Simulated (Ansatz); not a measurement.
Given:

Relaxed CaF$_{2}$ (fluorite):

```yaml
crystal:
  lattice:
    - [0.00000, 2.75548, 2.75548]
    - [2.75548, 0.00000, 2.75548]
    - [2.75548, 2.75548, 0.00000]
  atoms:
    - { symbol: Ca, position: [0.00000, 0.00000, 0.00000] }
    - { symbol: F, position: [0.25000, 0.25000, 0.25000] }
    - { symbol: F, position: [0.75000, 0.75000, 0.75000] }
```

The atoms are displaced by Q × the pattern below (from a DFPT mode at Γ, largest move 1; Q in Å), at fixed cell. It is one choice among 3 degenerate patterns.

```
atom      x      y       z
----  -----  -----  ------
Ca1   0.000  0.000   0.948
F2    0.000  0.000  -1.000
F3    0.000  0.000  -1.000
```

Level of theory: PBE (plane waves to 420 eV, PAW, scalar-relativistic; Ansatz, a quantum-chemistry and plane-wave program). k mesh 10×10×10 (Γ-centred), Fermi-Dirac smearing 0.05 eV. Energies are smeared free energies. CaF2 was relaxed with its symmetry unable to fall. The zero of ΔE is the undisplaced structure.

The scan covers Q from -0.280 to 0.280 Å in 13 points.

Is the energy the same for equal positive and negative displacements?

Even: the same for both signs.

Which space group does the distorted structure have?

I4mm (No. 107), lowered from Fm-3m.

Is this a single well or a double well?

A single well with its minimum at or next to zero displacement.

What is the energy change at Q = 0.280 Å?

591 meV/cell.

What harmonic wavenumber does the curvature at Q = 0 give?

228 cm⁻¹.

(For displaced atoms, the force is minus the slope of the energy, and its curvature is a force constant, which sets phonon frequencies.)
